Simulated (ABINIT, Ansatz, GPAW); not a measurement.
# SnO: 3 runs at one level of theory

```
CELL_PARAMETERS angstrom
3.35500 0.00000 0.00000
0.00000 5.67410 0.00000
0.00000 0.00000 4.22197
ATOMIC_POSITIONS crystal
Sn 0.50000 0.76809 0.01314
Sn 0.00000 0.23191 0.51314
O 0.50000 0.10875 0.23686
O 0.00000 0.89125 0.73686
```

The cell comes from a database or a generator and needn't be the stable form of this composition.

Alike in all runs: task single point; functional PBEsol; k mesh 8 × 5 × 6; occupations fermi-dirac, width 0.05 eV; no spin polarisation; no spin-orbit coupling. Pressure is positive in compression and, in plane waves, holds the error of the finite cutoff.

| program and potentials | plane-wave cutoff (eV) | notes | pressure (GPa) | largest force (eV/Å) |
| --- | --- | --- | --- | --- |
| Ansatz, all-electron LAPW, scalar-relativistic | - | - | -3.07 | 0.426 |
| ABINIT, PseudoDojo NC SR PBEsol v0.4.1 standard | 1143 | - | -2.51 | 0.315 |
| GPAW, PAW data sets generated for this functional | 800 | - | -3.62 | 0.492 |

Force on atom 1 (Sn), eV/Å:

```json
{"program and potentials": "Ansatz, all-electron LAPW, scalar-relativistic", "x": "0.000", "y": "0.407", "z": "-0.124"}
{"program and potentials": "ABINIT, PseudoDojo NC SR PBEsol v0.4.1 standard", "x": "0.000", "y": "0.302", "z": "-0.090"}
{"program and potentials": "GPAW, PAW data sets generated for this functional", "x": "0.000", "y": "0.469", "z": "-0.149"}
```

The pressure spans -3.62 (GPAW, PAW data sets generated for this functional) to -2.51 GPa (ABINIT, PseudoDojo NC SR PBEsol v0.4.1 standard), with all-electron results at -3.07.

The functional is the same throughout but for its coding, so the spread measures potentials, basis and numerics; runs on potential files found faulty are left out.
